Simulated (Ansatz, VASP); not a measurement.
**CaSe: VASP beside Ansatz**

```
CELL_PARAMETERS angstrom
0.00000 2.96753 2.96753
2.96753 0.00000 2.96753
2.96753 2.96753 0.00000
ATOMIC_POSITIONS crystal
Ca 0.00000 0.00000 0.00000
Se 0.50000 0.50000 0.50000
```

Alike in both runs: task single point; functional PBE; k mesh 8 × 8 × 8; no spin polarisation.

```csv
,VASP,Ansatz
version,VASP 6.6.1,Ansatz 0.2.0
potentials or method,"VASP PAW PBE potentials, release 64 (Ca_sv, Se)","plane waves, PAW"
plane-wave cutoff (eV),520,420
occupations,"gaussian, width 0.01 eV",fixed
valence electrons in the cell,16,26
```

|  | VASP | Ansatz | Ansatz less VASP |
| --- | --- | --- | --- |
| gap on the k mesh at the Fermi level (eV) | 2.05 | 2.06 | +0.010 |
| pressure (GPa) | 0.7 | 0.6 | -0.17 |

The two sets of potentials don't hold the same shells in valence.

A k mesh can miss the band edges. Expect the measured gap to be larger: semilocal functionals such as PBE lack the derivative discontinuity.
